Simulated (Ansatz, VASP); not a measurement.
One calculation of BAs, two programs

```
CELL_PARAMETERS angstrom
0.00000 2.29136 2.29136
2.29136 0.00000 2.29136
2.29136 2.29136 0.00000
ATOMIC_POSITIONS crystal
B 0.00000 0.00000 0.00000
As 0.50000 0.50000 0.50000
```

Change from the starting cell: volume scaled by 0.98, PAW files.

Alike in both runs: task electric field gradients; functional PBE; k mesh 14 × 14 × 14; occupations fermi-dirac, width 0.05 eV; no spin polarisation.

|  | VASP | Ansatz |
| --- | --- | --- |
| version | VASP 6.6.1 | Ansatz 0.2.0 |
| potentials or method | VASP PAW PBE potentials, release 64 (B, As) | PAW with Ansatz's default frozen-core files, scalar-relativistic |
| plane-wave cutoff (eV) | 520 | 420 |
| valence electrons in the cell | 8 | 18 |

```tsv
	VASP	Ansatz	Ansatz less VASP
pressure (GPa)	3.1	2.7	-0.39
Vzz of the field gradient on the site that differs most (V/Å²)	0.0	0.0	0.00
```

With one functional, cell and mesh, what is left measures potentials, basis and numerics. The two sets of potentials don't hold the same shells in valence.
